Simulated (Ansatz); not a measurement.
## GaSb (F-43m), zone-centre modes

Level of theory: Ansatz 0.2.0, DFT PBEsol, scalar-relativistic, plane waves, PAW. Settings: plane waves to 420 eV, k-mesh 18×18×18 (Γ-centred), Gaussian smearing 0.15 eV. No spin polarisation.

Reference structure (relaxed at this level):

```
Ga Sb
1.0
     0.00000    3.05561    3.05561
     3.05561    0.00000    3.05561
     3.05561    3.05561    0.00000
Ga Sb
1 1
Direct
  0.00000 0.00000 0.00000
  0.75000 0.75000 0.75000
```

Harmonic modes by finite displacements of 0.02 Å, without the LO–TO term.

Problem. At this geometry, is the structure stable against these modes?

Solution. Yes: no mode is imaginary beyond 10 cm⁻¹, and only the three translations lie near zero.

Problem. List the wavenumbers in cm⁻¹.

Solution. 0, 0, 0, 220, 220, 220.

Cost: 1 run of about 1.2 core-minutes, on Intel Xeon 6975P-C (Granite Rapids) (shared hosts).